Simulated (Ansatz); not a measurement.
Runs of Ansatz 0.2.0 on As. Symmetry: R-3m, No. 166, trigonal system. The conventional cell has a = 3.762 Å, b = 3.762 Å, c = 10.542 Å, α = 90.00°, β = 90.00°, γ = 120.00°. As (site symmetry 3m) is surrounded by 3 As at 2.51 Å. 

| task | level | potentials or basis | k mesh | cutoff (eV) | smearing | basis error allowed | gap on the mesh (eV) | pressure (GPa) | V0 of scaled cells (Å³/atom) | B0 (GPa) | largest force (eV/Å) |
| --- | --- | --- | --- | --- | --- | --- | --- | --- | --- | --- | --- |
| equation of state | PBEsol | all-electron LAPW, scalar-relativistic | 9 × 9 × 9 | - | fermi-dirac 0.05 eV | 0.0005 eV/atom | - | - | 21.61 | 77 | - |
| equation of state | LDA | all-electron LAPW, scalar-relativistic | 9 × 9 × 9 | - | fermi-dirac 0.05 eV | 0.001 eV/atom | - | - | (a) | 81 | - |
| band structure | PBEsol | all-electron PAW datasets made for the crystal | 9 × 9 × 9 | 240 | fermi-dirac 0.05 eV | - | - | 0.3 | - | - | 0.37 |
| band structure | PBEsol | all-electron LAPW, inner shells corrected to Dirac's equation | 9 × 9 × 9 | 291 | fermi-dirac 0.05 eV | 0.001 eV/atom | - | 0.3 | - | - | 0.37 |
| single point | rPW86-PBE+D3(BJ)+ATM | all-electron PAW datasets made for the crystal | 9 × 9 × 9 | 270 | fermi-dirac 0.05 eV | - | none | (b) | - | - | 0.47 |
| band structure | PBEsol | all-electron LAPW, scalar-relativistic | 7 × 7 × 7 | 291 | fermi-dirac 0.05 eV | 0.001 eV/atom | - | 0.2 | - | - | 0.33 |
| single point | PBE0 | all-electron PAW datasets made for the crystal | 6 × 6 × 6 | 360 | fermi-dirac 0.05 eV | - | none | - | - | - | - |
| single point | PBEsol | all-electron LAPW, scalar-relativistic | 5 × 5 × 5 | 291 | fermi-dirac 0.03 eV | 0.001 eV/atom | 0.08 | 0.0 | - | - | 0.18 |

Alike in all rows: no spin polarisation; cell as given.

Task: Estimate the missing entries.

Result: (a) 21.16; (b) 5.5.

Caveats: the cell was scaled at fixed shape and fractional positions, which overstates the stiffness of a crystal with free parameters, most of all of layers and chains (some runs); the k mesh is thin for a metal, which can move the energy by tens of meV per atom (some runs); pairwise dispersion overbinds metals, which lowers pressure and volume (some runs); the program warned that the printed levels may be off, so bands, gaps and densities of states are rough (some runs); an odd mesh through Γ misses points on the zone boundary, where band edges often lie (some runs).

A k mesh can miss the band edges, and the runs leave out spin-orbit coupling on As.

A gap of «none» marks a metal or a gap under the smearing width.

Not every run made on this cell is shown here.
